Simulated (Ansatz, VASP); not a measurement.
**Two plane-wave programs on GaN**

The input POSCAR:

```
GaN
1.0
    3.2010602164      0.0000000000      0.0000000000
   -1.6005301082      2.7721994664      0.0000000000
    0.0000000000      0.0000000000      5.2002129176
Ga N
2 2
Direct
    0.6666666667      0.3333333333      0.5000000000
    0.3333333333      0.6666666667      0.0000000000
    0.6666666667      0.3333333333      0.8750000000
    0.3333333333      0.6666666667      0.3750000000
```

The input INCAR.step1:

```
SYSTEM = GaN
PREC     = Accurate       ! precision mode
ENCUT    = 520            ! plane-wave cutoff, eV
ISMEAR   = -1             ! smearing method
SIGMA    = 0.05           ! smearing width, eV
LREAL    = .False.        ! projectors in reciprocal space
LASPH    = .True.         ! aspherical terms in the spheres
NELM     = 80             ! most SCF steps
NBANDS   = 26             ! bands
GGA      = PE             ! functional
ALGO     = Normal         ! electronic algorithm
EDIFF    = 1E-4           ! SCF threshold, eV
LWAVE    = .True.         ! write WAVECAR
LCHARG   = .False.        ! write CHGCAR
```

The input INCAR.step2:

```
SYSTEM = GaN
PREC     = Accurate       ! precision mode
ENCUT    = 520            ! plane-wave cutoff, eV
EDIFF    = 1E-6           ! SCF threshold, eV
ISMEAR   = -1             ! smearing method
SIGMA    = 0.05           ! smearing width, eV
LREAL    = .False.        ! projectors in reciprocal space
LASPH    = .True.         ! aspherical terms in the spheres
NELM     = 80             ! most SCF steps
ALGO     = Normal         ! electronic algorithm
ISIF     = 2              ! what is computed and relaxed
LWAVE    = .False.        ! write WAVECAR
LCHARG   = .False.        ! write CHGCAR
METAGGA  = R2SCAN         ! meta-GGA
LMIXTAU  = .True.       
IVDW     = 13             ! dispersion correction
VDW_S6   = 1.0          
VDW_S8   = 0.6018749    
VDW_A1   = 0.51559235   
VDW_A2   = 5.77342911   
NBANDS   = 26             ! bands
ISTART   = 1
```

Contents of KPOINTS:

```
Automatic mesh
0
Gamma
  10 10 5
  0 0 0
```

Contents of input.yaml:

```yaml
crystal:
  lattice:
    - [3.2010602164, 0.0, 0.0]
    - [-1.6005301082, 2.7721994664, 0.0]
    - [0.0, 0.0, 5.2002129176]
  atoms:
    - { symbol: Ga, position: [0.6666666667, 0.3333333333, 0.5] }
    - { symbol: Ga, position: [0.3333333333, 0.6666666667, 0.0] }
    - { symbol: "N", position: [0.6666666667, 0.3333333333, 0.875] }
    - { symbol: "N", position: [0.3333333333, 0.6666666667, 0.375] }
hamiltonian:
  xc: r2scan
  pseudopotentials: { kind: paw }
  dispersion: d4
kpoints:
  mp_grid: { grid: [10, 10, 5] }
scf:
  occupations: { method: fermi_dirac, width: 0.05 }
output:
  forces: true
  stress: true
  eigenvalues: true
```

Alike in both runs: task single point; functional r2SCAN; dispersion D4; k mesh 10 × 10 × 5; occupations fermi-dirac, width 0.05 eV; no spin polarisation.

|  | VASP | Ansatz |
| --- | --- | --- |
| version | VASP 6.6.1 | Ansatz 0.2.0 |
| potentials or method | VASP PAW PBE potentials, release 64 (Ga_d, N) | Ansatz PAW |
| plane-wave cutoff (eV) | 520 | 500 |
| valence electrons in the cell | 36 | 36 |

VASP gave:

```
gap on the k mesh at the Fermi level (eV)       : 2.24
least direct gap on the mesh (eV)               : 2.24
pressure (GPa)                                  : -3.6
largest component of the traceless stress (GPa) : 1.22
rms of the force components (eV/Å)              : 0.075
dispersion energy (meV/atom)                    : -144.5
```

Q: What did Ansatz give for the same quantities?

A: gap on the k mesh at the Fermi level (eV): 2.24; least direct gap on the mesh (eV): 2.24; pressure (GPa): -4.7; largest component of the traceless stress (GPa): 1.23; rms of the force components (eV/Å): 0.079; dispersion energy (meV/atom): -144.6.

Atom by atom the forces differ by 0.004 eV/Å (rms over components).

Caveats: the PAW data sets were made with another functional, which shifts forces and pressure a little (VASP); odd divisions of the mesh miss points on the zone boundary, where band edges often lie, so the gap on the mesh can be too wide (Ansatz); the PAW data sets come from PBE, with cores solved anew for the run's functional, which leaves a small shift of forces and pressure (Ansatz). r2SCAN opens gaps a little over a GGA but as a rule still falls short of measured ones.
